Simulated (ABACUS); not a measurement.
Tl under changes of volume

One of the cells (29.934 Å³/atom); the others are scaled copies at fixed shape and fractional positions:

```
Tl
1.0
    -1.95600    1.95600    1.95600
     1.95600   -1.95600    1.95600
     1.95600    1.95600   -1.95600
Tl
1
Direct
  0.00000 0.00000 0.00000
```

This isn't the form of Tl at room conditions, which is hcp.

| Property | Result |
| --- | --- |
| Program | ABACUS 3.10.1 |
| Functional | PBE |
| Potentials or basis | PseudoDojo NC SR 0.4.1 PBE standard |
| Cutoff | 1361 eV |
| Density cutoff | 5442 eV |
| Basis | DZP LCAO (the cutoffs set its grid) |
| k mesh | 10 × 10 × 10 |
| Occupations | fermi-dirac, width 0.05 eV |
| Spin | no spin polarisation |

```tsv
volume (Å³/atom)	energy over the lowest point (meV/atom)	pressure (GPa)
28.138	?	?
28.737	39.49	4.0
29.335	26.15	3.2
29.934	15.75	2.4
30.533	8.09	1.7
31.131	2.91	1.1
31.730	0.00	0.5
```

Task: What does the run at 28.138 Å³/atom give?

Result: Energy over the lowest point 56.05 meV/atom; pressure 4.9 GPa.

Worked out: A Birch-Murnaghan fit of order 3 (a polynomial in V^(-2/3)) to the other rows has its minimum at 32.28 Å³/atom, just outside them, with B0 = V·E''(V) = 28 GPa and B' = 3.8. It gives 56.12 meV/atom at 28.138 Å³/atom, against the run's 56.05, and -dE/dV = 4.9 GPa, against 4.9.

Energies are extrapolated to zero smearing.

Caveats: the atomic orbitals were generated for these runs and aren't a published set; the basis of atomic orbitals isn't converged, which shifts pressures, moduli and gaps.
